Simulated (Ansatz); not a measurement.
**P: sound and stiffness along [100], [110] and [111]**

Level of theory: Ansatz, DFT LDA, scalar-relativistic, plane waves, PAW. Plane waves to 420 eV; Γ-centred k mesh 20×20×20; Fermi-Dirac smearing of 0.15 eV. No spin polarisation.

Relaxed structure:
```
P
1.0
     2.41373    0.00000    0.00000
     0.00000    2.41373    0.00000
     0.00000    0.00000    2.41374
P
1
Cartesian
  0.0000 0.0000 0.0000
```

In a metal, frequencies and elastic constants depend on the k mesh and the smearing, soft modes and shear constants most.

With ions relaxed, on the cubic axes: C11 = 262.6, C12 = 59.1, C44 = 63.1 GPa. The density is 3.657 g/cm³. Zone-centre modes weren't checked beside this run.

Q: Is the crystal stable against strain, and how anisotropic is it?

A: Born's conditions hold: C11 + 2C12 = 380.8, C11 − C12 = 203.5 and C44 = 63.1 GPa are all positive. B = (C11 + 2C12)/3 = 126.9 GPa. The two shear moduli are C44 and C′ = (C11 − C12)/2 = 101.7 GPa, so Zener's ratio is A = C44/C′ = 0.62: the shear C44 is the soft one, as in NaCl, KCl, the halide perovskites and the bcc metals V, Nb, Cr and Mo. The Cauchy pressure C12 − C44 is -4.0 GPa; it would vanish for pair forces between atoms on inversion centres at zero pressure, and here it is small.

Q: Give the sound speeds along the three symmetry directions.

A: The Christoffel equation gives ρv² for each branch:
```tsv
direction	branch	ρv²	GPa	v (m/s)
[100]	L	C11	262.6	8473
[100]	T (×2)	C44	63.1	4152
[110]	L	(C11 + C12 + 2C44)/2	223.9	7824
[110]	T, u ∥ [001]	C44	63.1	4152
[110]	T, u ∥ [1-10]	(C11 − C12)/2	101.7	5274
[111]	L	(C11 + 2C12 + 4C44)/3	211.0	7596
[111]	T (×2)	(C11 − C12 + C44)/3	88.8	4929
```

Q: How does Young's modulus depend on direction?

A: Inverting gives S11 = 4.152, S12 = -0.763, S44 = 15.858 TPa⁻¹. Along a unit vector (l, m, n), 1/E = S11 − 2(S11 − S12 − S44/2)(l²m² + m²n² + n²l²), where the last bracket is 0, 1/4 and 1/3 for [100], [110] and [111]: E = 241, 177 and 162 GPa. With A < 1 the cube edge is stiffest. For a film on (001), the biaxial modulus is C11 + C12 − 2C12²/C11 = 295 GPa and the normal strain is −2C12/C11 = -0.45 times the in-plane one.

This simple cubic form isn't the element's structure at ambient conditions.

Cost: 1 run of about 2.2 core-minutes, on Arm Neoverse V2 (shared hosts).

Simple cubic phosphorus is stiffest along its cube edges, where C11 far exceeds both C12 and C44. The σ overlap of the half-filled p shell runs along these axes, so a [100] strain or the tetragonal shear C′ changes bond lengths directly. The C44 shear changes bond angles but, to first order, not nearest-neighbour lengths, which makes it the softer response and lowers Young's modulus towards [111].

Nearest-neighbour central forces alone would leave an unstressed simple cubic lattice with no C44, so its resistance to this shear must come from angular forces, more distant neighbours and the metallic electrons. The small Cauchy pressure therefore doesn't establish pairwise bonding; it probably reflects partial cancellation among these terms.

The positive elastic constants support stability against small homogeneous strains only. They don't conflict with the known Peierls-type distortion to the rhombohedral A7 structure, because that transition also pairs atomic planes through a zone-boundary displacement, which a one-atom cell can't represent.
